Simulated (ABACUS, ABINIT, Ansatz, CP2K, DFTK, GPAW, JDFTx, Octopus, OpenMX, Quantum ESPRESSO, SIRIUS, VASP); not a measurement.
## PtS2: 12 runs at one level of theory

```
Pt S
1.0
     3.54320    0.00000    0.00000
    -1.77160    3.06850    0.00000
     0.00000    0.00000    5.03880
Pt S
1 2
Direct
  0.00000 0.00000 0.00000
  0.66667 0.33333 0.77300
  0.33333 0.66667 0.22700
```

Alike in all runs: task single point; functional PBE; k mesh 9 × 9 × 5; occupations fermi-dirac, width 0.05 eV; no spin polarisation; no spin-orbit coupling. Pressure is positive in compression and, in plane waves, holds the error of the finite cutoff, which Ansatz's Pulay term estimates and takes out.

```csv
program and potentials,plane-wave cutoff (eV),notes,pressure (GPa),largest force (eV/Å)
"VASP, PBE PAW files Pt, S, 520 eV",520,7.33 valence electrons an atom on average,11.08,1.213
"JDFTx, PseudoDojo-SR-PBE-0.5-standard",1143,10 valence electrons an atom on average,11.41,1.244
"Quantum ESPRESSO, SSSP 1.3 efficiency PBE",748,9.33 valence electrons an atom on average,11.36,1.246
"CP2K, POTENTIAL_UZH Pt GTH-PBE-q18, S GTH-PBE-q6; TZVP-MOLOPT-PBE-GTH basis",-,atomic basis; 10 valence electrons an atom on average,12.36,1.419
"DFTK, PseudoDojo SR PBE 0.4.1 standard (PBE)",1143,10 valence electrons an atom on average,11.40,1.242
"Octopus, pseudodojo_pbe (PseudoDojo 0.5, PBE)",-,10 valence electrons an atom on average,-,1.252
"ABINIT, JTH PAW PBE v2.0",544,7.33 valence electrons an atom on average,12.33,1.367
"Ansatz, Ansatz PAW (earlier soft set)",420,10 valence electrons an atom on average; Pulay term of +0.05 GPa included,11.60,1.257
"ABACUS, PseudoDojo NC SR 0.4.1 PBE standard, plane waves",1143,10 valence electrons an atom on average,11.38,1.241
"SIRIUS, all-electron FP-LAPW, apw+lo standard",-,-,-,1.244
"GPAW, GPAW PAW data sets (gpaw-data 1.2.1)",600,9.33 valence electrons an atom on average,11.75,1.292
"OpenMX, OpenMX 2013 PBE set, Pt7.0-s3p2d2f1, S7.0-s2p2d1f1, grid cutoff 400 Ry",-,atomic basis; 9.33 valence electrons an atom on average,14.49,1.620
```

Force on atom 2 (S), eV/Å:

```
                                                        program and potentials       x      y       z
                                             VASP, PBE PAW files Pt, S, 520 eV   0.000  0.000  -1.213
                                         JDFTx, PseudoDojo-SR-PBE-0.5-standard   0.000  0.000  -1.244
                                     Quantum ESPRESSO, SSSP 1.3 efficiency PBE   0.000  0.000  -1.246
   CP2K, POTENTIAL_UZH Pt GTH-PBE-q18, S GTH-PBE-q6; TZVP-MOLOPT-PBE-GTH basis   0.000  0.000  -1.419
                                  DFTK, PseudoDojo SR PBE 0.4.1 standard (PBE)   0.000  0.000  -1.242
                                 Octopus, pseudodojo_pbe (PseudoDojo 0.5, PBE)   0.000  0.000  -1.252
                                                      ABINIT, JTH PAW PBE v2.0   0.000  0.000  -1.367
                                         Ansatz, Ansatz PAW (earlier soft set)   0.000  0.000  -1.257
                      ABACUS, PseudoDojo NC SR 0.4.1 PBE standard, plane waves   0.000  0.000  -1.241
                                 SIRIUS, all-electron FP-LAPW, apw+lo standard   0.000  0.000  -1.244
                                    GPAW, GPAW PAW data sets (gpaw-data 1.2.1)   0.000  0.000  -1.292
OpenMX, OpenMX 2013 PBE set, Pt7.0-s3p2d2f1, S7.0-s2p2d1f1, grid cutoff 400 Ry  -0.006  0.007  -1.620
```

The pressure spans 11.08 (VASP, PBE PAW files Pt, S, 520 eV) to 14.49 GPa (OpenMX, OpenMX 2013 PBE set, Pt7.0-s3p2d2f1, S7.0-s2p2d1f1, grid cutoff 400 Ry). The cell lies far from this level's equilibrium. The atoms of the given cell lie far from their minimum at this level. Rows in atomic bases carry the error of their basis and grid, which can be large.

The functional is the same throughout but for its coding, so the spread measures potentials, basis and numerics; runs on potential files found faulty are left out.
